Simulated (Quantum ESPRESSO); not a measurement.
A calculation with Quantum ESPRESSO 7.5 of AlN (native input, structure typed inline):

File pw.in:

```
&CONTROL
  calculation = 'scf'
  prefix = 'pwscf'
  outdir = './tmp'
  pseudo_dir = './pseudo'
  tprnfor = .true.
  tstress = .true.
  disk_io = 'nowf'
/
&SYSTEM
  ibrav = 0
  nat = 4
  ntyp = 2
  ecutwfc = 60
  ecutrho = 480
  nbnd = 14
  occupations = 'smearing'
  smearing = 'fd'
  degauss = 0.00367493
/
&ELECTRONS
  conv_thr = 8d-10
  electron_maxstep = 120
  mixing_beta = 0.5
/
ATOMIC_SPECIES
Al    26.9815 Al.pbe-n-kjpaw_psl.1.0.0.UPF
N     14.0070 N.pbe-n-radius_5.UPF
CELL_PARAMETERS angstrom
   3.3121157418    0.0000000000    0.0000000000
  -1.6560578709    2.8683763727    0.0000000000
   0.0000000000    0.0000000000    4.1875630000
ATOMIC_POSITIONS crystal
Al     0.6666666667    0.3333333333    0.2500000000
Al     0.3333333333    0.6666666667    0.7500000000
N      0.6666666667    0.3333333333    0.7500000000
N      0.3333333333    0.6666666667    0.2500000000
K_POINTS automatic
9 9 7 0 0 0
```

Potentials or basis: SSSP 1.3 efficiency PBE.

Command:

```bash
$ OMP_NUM_THREADS=1 pw.x -in pw.in > pw.out
```

Measurements of this composition are mostly on another form, of space group No. 186.

Question: Write the same calculation in another form: ASE script, structure from a P1 CIF.

Answer: As run:

Contents of run.py:

```python
import numpy as np
from ase.calculators.espresso import Espresso, EspressoProfile
from ase.io import read

atoms = read('AlN.cif')

input_data = {
    'control': {'calculation': 'scf', 'prefix': 'pwscf', 'outdir': './tmp', 'tprnfor': True, 'tstress': True, 'disk_io': 'nowf'},
    'system': {'ecutwfc': 60.0, 'ecutrho': 480.0, 'nbnd': 14, 'occupations': 'smearing', 'smearing': 'fd', 'degauss': 0.00367493},
    'electrons': {'conv_thr': 8e-10, 'electron_maxstep': 120, 'mixing_beta': 0.5},
}
pseudopotentials = {'Al': 'Al.pbe-n-kjpaw_psl.1.0.0.UPF', 'N': 'N.pbe-n-radius_5.UPF'}
profile = EspressoProfile(command='pw.x', pseudo_dir='pseudo')
dft = Espresso(profile=profile, input_data=input_data, pseudopotentials=pseudopotentials, kpts=(9, 9, 7), koffset=(0, 0, 0))
atoms.calc = dft

print(f'energy {atoms.get_potential_energy():.8f} eV')
print('forces (eV/A)')
print(np.round(atoms.get_forces(), 6))
print('stress (eV/A^3, Voigt)')
print(np.round(atoms.get_stress(), 8))
print(f'Fermi level {dft.get_fermi_level():.4f} eV')
```

Contents of AlN.cif:

```cif
data_AlN
_cell_length_a 3.31211574
_cell_length_b 3.31211574
_cell_length_c 4.18756300
_cell_angle_alpha 90.00000000
_cell_angle_beta 90.00000000
_cell_angle_gamma 120.00000000
_space_group_name_H-M_alt 'P1'
_space_group_name_Hall 'P 1'
_space_group_IT_number 1
loop_
_space_group_symop_operation_xyz
'x,y,z'
loop_
_atom_site_label
_atom_site_type_symbol
_atom_site_symmetry_multiplicity
_atom_site_Wyckoff_symbol
_atom_site_fract_x
_atom_site_fract_y
_atom_site_fract_z
_atom_site_occupancy
Al1 Al 1 a 0.6666666667 0.3333333333 0.2500000000 1
Al2 Al 1 a 0.3333333333 0.6666666667 0.7500000000 1
N1 N 1 a 0.6666666667 0.3333333333 0.7500000000 1
N2 N 1 a 0.3333333333 0.6666666667 0.2500000000 1
```

Potentials or basis: SSSP 1.3 efficiency PBE.

Command:

```bash
$ OMP_NUM_THREADS=1 python run.py
```

Both were run:

|  | native input, structure typed inline | ASE script, structure from a P1 CIF |
| --- | --- | --- |
| Pressure | 0.3 GPa | 0.3 GPa |
| Band gap on the k mesh | 3.27 eV, direct | 3.27 eV, direct |

Keys that steer only the numerical path or the files written may differ.

Caveat: an odd mesh through Γ misses points on the zone boundary, where band edges often lie.
